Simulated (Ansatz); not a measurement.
Li, diamond: how the functional moves the structure

All rows: Ansatz, plane waves with scalar-relativistic PAW, 420 eV (500 eV for the SCAN forms), relaxed under each functional, no dispersion correction, no zero-point motion. B₀ comes from uniform scaling at fixed shape; a dash is a value not given.

```csv
functional,V (Å³/atom),cell,B₀ (GPa),magnetic state,ΔE to bcc (meV/atom)
PBE,25.80,a = 5.910 Å,-,spin not included,514
PBEsol,25.61,a = 5.895 Å,-,spin not included,517
LDA,23.25,a = 5.708 Å,6,spin not included,523
revPBE,27.25,a = 6.018 Å,5,spin not included,508
RPBE,27.05,a = 6.004 Å,5,spin not included,508
BLYP,27.99,a = 6.073 Å,4,spin not included,491
```

(1) What does r²SCAN give?

Results:

(1) V (Å³/atom): 26.17; cell: a = 5.938 Å; B₀ (GPa): 5; magnetic state: spin not included; ΔE to bcc (meV/atom): 524.
